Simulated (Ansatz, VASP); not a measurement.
**Ba in VASP and in Ansatz**

Contents of INCAR:

```
SYSTEM = Ba
PREC = Accurate
ENCUT = 520
EDIFF = 1E-7
ISMEAR = 0
SIGMA = 0.1
LREAL = .False.
LASPH = .True.
NELM = 100
ALGO = Fast
ISIF = 2
LWAVE = .False.
LCHARG = .False.
GGA = PE
NBANDS = 17
```

File KPOINTS:

```
regular mesh
0
Gamma
  3 3 6
  0 0 0
```

POSCAR

```
Ba
1.0
    6.9960670735      0.0000000000      0.0000000000
   -3.4980335368      6.0587718122      0.0000000000
    0.0000000000      0.0000000000      3.9093935500
Ba
2
Direct
    0.3333333300      0.6666666700      0.5000000000
    0.6666666700      0.3333333300      0.5000000000
```

Input for Ansatz:

```yaml
crystal:
  lattice:
    - [6.9960670735, 0.0, 0.0]
    - [-3.4980335368, 6.0587718122, 0.0]
    - [0.0, 0.0, 3.90939355]
  atoms:
    - { symbol: Ba, position: [0.33333333, 0.66666667, 0.5] }
    - { symbol: Ba, position: [0.66666667, 0.33333333, 0.5] }
basis:
  ecutwfc: 420
kpoints:
  mp_grid: { grid: [3, 3, 6] }
hamiltonian:
  xc: pbe
scf:
  occupations: { method: gaussian, width: 0.1 }
output:
  forces: true
  stress: true
  eigenvalues: true
```

This isn't the form of Ba at room conditions, which is bcc.

Alike in both runs: task single point; functional PBE; k mesh 3 × 3 × 6; occupations gaussian, width 0.1 eV; no spin polarisation.

|  | VASP | Ansatz |
| --- | --- | --- |
| version | VASP 6.6.1 | Ansatz 0.2.0 |
| potentials or method | VASP PAW PBE potentials, release 64 (Ba_sv) | scalar-relativistic, plane waves, PAW |
| plane-wave cutoff (eV) | 520 | 420 |
| valence electrons in the cell | 20 | 20 |

|  | VASP | Ansatz | Ansatz less VASP |
| --- | --- | --- | --- |
| gap on the k mesh at the Fermi level (eV) | none | none | - |
| pressure (GPa) | 0.3 | 0.2 | -0.08 |
| largest component of the traceless stress (GPa) | 0.19 | 0.22 | +0.032 |

A gap of «none» marks a metal or a gap that the smearing closes.

The runs have no spin-orbit coupling, so splittings on Ba are missing.
